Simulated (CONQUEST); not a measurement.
Runs of CONQUEST 1.3 on Cu. The structure is tetragonal, space group I4/mmm (No. 139). The conventional cell has a = 2.886 Å, b = 2.886 Å, c = 2.752 Å, α = 90.00°, β = 90.00°, γ = 90.00°. Cu (site symmetry 4/mmm) is surrounded by 10 Cu at 2.46 to 2.75 Å. This isn't the form of Cu at room conditions, which is fcc.

| task | level | potentials or basis | spin | cell | k mesh | smearing | other keys | gap on the mesh (eV) | pressure (GPa) |
| --- | --- | --- | --- | --- | --- | --- | --- | --- | --- |
| single point | PBE | PseudoDojo NC PBE, DZP, grid cutoff 150 Ha | off | atoms of the box moved at random, drawn with an rms of 0.05 Å | 10 × 9 × 9 | fermi-dirac 0.05 eV | - | none | 7.9 |
| single point | WC | PseudoDojo NC PBEsol, SZ, grid cutoff 120 Ha | collinear, antiferromagnetic start | edges of the box strained at random at fixed volume | 8 × 8 × 8 | fermi-dirac 0.1 eV | - | none | 28.0 |
| density of states | revPBE | PseudoDojo NC PBE, SZ, grid cutoff 100 Ha | off | as given | 10 × 9 × 9 | fermi-dirac 0.003 eV | General.PartitionMethod = Hilbert | none | - |
| single point | B86bPBE | PseudoDojo NC PBEsol, DZP, grid cutoff 150 Ha | off | as given | 7 × 7 × 7 | methfessel-paxton of order 1 0.05 eV | - | none | 9.4 |
| single point | PBE | PseudoDojo NC PBE, DZP, grid cutoff 150 Ha | off | as given | 10 × 9 × 9 | fermi-dirac 0.05 eV | - | none | (a) |

Q: Fill in the values left out.

A: (a) 7.6.

Caveats: the basis of atomic orbitals isn't converged, which shifts pressures, moduli and gaps; the potentials were made for another functional, which shifts forces and pressure (some runs); the atomic basis is small (some runs); the box holds several primitive cells, so bands are folded and the points are those of the box's own zone (some runs).

A gap of «none» marks a metal or a gap under the smearing width.
